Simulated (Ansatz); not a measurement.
# Re under changes of volume

One of the cells (14.714 Å³/atom); the others are scaled copies at fixed shape and fractional positions:

```
CELL_PARAMETERS angstrom
2.76080 0.00000 0.00000
-1.38040 2.39092 0.00000
0.00000 0.00000 4.45820
ATOMIC_POSITIONS crystal
Re 0.66667 0.33333 0.75000
Re 0.33333 0.66667 0.25000
```

```yaml
Program: Ansatz 0.2.0
Functional: PBEsol
Potentials_or_basis: Ansatz PAW
Cutoff: "420 eV (not typed: the program's choice for these potentials)"
k_mesh: 11 × 11 × 6
Occupations: fermi-dirac, width 0.05 eV
Spin: no spin polarisation
```

```tsv
volume (Å³/atom)	energy over the lowest point (meV/atom)	pressure (GPa)
13.831	45.77	22.1
14.125	14.41	12.4
14.420	0.00	3.6
14.714	?	?
15.008	15.32	-11.2
15.303	42.04	-17.5
15.597	79.70	-23.2
```

What does the run at 14.714 Å³/atom give?

Energy over the lowest point 0.82 meV/atom; pressure -4.2 GPa.

Worked out: A Birch-Murnaghan fit of order 3 (a polynomial in V^(-2/3)) to the other rows has its minimum at 14.55 Å³/atom with B0 = V·E''(V) = 390 GPa and B' = 4.4 at fixed shape and positions, which overstates the stiffness. It gives 0.85 meV/atom at 14.714 Å³/atom, against the run's 0.82, and -dE/dV = -4.3 GPa, against -4.2.

Energies are extrapolated to zero smearing.

Caveats: the PAW data sets come from PBE, with cores solved anew for the run's functional, which leaves a small shift of forces and pressure.
